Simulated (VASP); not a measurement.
SiC:

```
Si C
1.0
     0.00000    2.11927    2.11927
     2.11927    0.00000    2.11927
     2.11927    2.11927    0.00000
Si C
1 1
Direct
  0.00000 0.00000 0.00000
  0.50000 0.50000 0.50000
```

The cell was built by a generator and needn't be a form met in nature.

| Item | Value |
| --- | --- |
| Program | VASP 6.6.1 |
| Task | relaxation of cell and atoms |
| Functional | PBEsol |
| Potentials or basis | VASP PAW PBE potentials, release 64 (Si, C) |
| Cutoff | 600 eV |
| k mesh | 12 × 12 × 12 |
| Occupations | gaussian, width 0.03 eV |
| Spin | no spin polarisation |

At the start: pressure -27.2 GPa; volume 9.52 Å³/atom.

Task: Where does the relaxation end?

Result: Over 15 steps the energy falls by 128.0 meV/atom and the volume is 8.23 Å³/atom (-13.6 %); space group Fm-3m (No. 225, to 0.05 Å).

The path:
```
step  energy change (eV)  largest force (eV/Å)  pressure (GPa)  volume (Å³)
   1              0.0000                0.0000          -27.21        19.04
   2             -0.1226                0.0000           30.49        14.92
   3             -0.2560                0.0000            0.20        16.45
   4             -0.2559                0.0000           -0.62        16.50
   5             -0.2559                0.0000           -0.61        16.50
   6             -0.2559                0.0000           -0.54        16.49
   7             -0.2559                0.0000           -0.53        16.49
   8             -0.2559                0.0000           -0.53        16.49
   9             -0.2559                0.0000           -0.52        16.49
  10             -0.2559                0.0000           -0.51        16.49
  11             -0.2560                0.0000           -0.50        16.49
  12             -0.2560                0.0000           -0.46        16.49
  13             -0.2560                0.0000           -0.38        16.48
  14             -0.2560                0.0000           -0.21        16.47
  15             -0.2560                0.0000            0.12        16.45
```

Final structure:
```xyz
2
Lattice="0.0000 2.0187 2.0187 2.0187 0.0000 2.0187 2.0187 2.0187 0.0000" Properties=species:S:1:pos:R:3 pbc="T T T"
Si    2.0187    2.0187    0.0000
C     2.0187    2.0187    2.0187
```

Caveat: the PAW data sets were made with another functional, which shifts forces and pressure a little.
